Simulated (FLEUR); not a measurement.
HfO2:

```
CELL_PARAMETERS angstrom
0.00000 2.55750 2.55750
2.55750 0.00000 2.55750
2.55750 2.55750 0.00000
ATOMIC_POSITIONS crystal
Hf 0.00000 0.00000 0.00000
O 0.75000 0.75000 0.75000
O 0.25000 0.25000 0.25000
```

Measurements of this composition are mostly on another form, of space group No. 14.

Base run:

```yaml
Program: FLEUR MaX-R8.1 (later development tree)
Functional: SCAN
Potentials_or_basis: all-electron
Basis: FLAPW
Kmax: 4.86 1/bohr
k_mesh: 9 × 9 × 9
Occupations: fermi-dirac, width 0.05 eV
Spin: no spin polarisation
```

Its results: band gap on the k mesh 4.22 eV, indirect (least direct gap 4.34 eV).

Question: The run is repeated on the same cell with these changes: functional from SCAN to PBE; muffin-tin radii from Hf 2.39, O 1.48 bohr to Hf 2.32, O 1.44 bohr. What comes out?

Answer: Band gap on the k mesh 3.82 eV, indirect (least direct gap 3.93 eV).

Caveats: spin-orbit coupling is left out, which moves the levels of the heavy elements; the meta-GGA is that of a development version, with a GGA for the radial functions and cores and without core tails (some runs); the mesh misses the band edges, which the band path finds closer together (some runs); an odd mesh through Γ misses points on the zone boundary, where band edges often lie (some runs).

Not every run made on this cell is shown here.
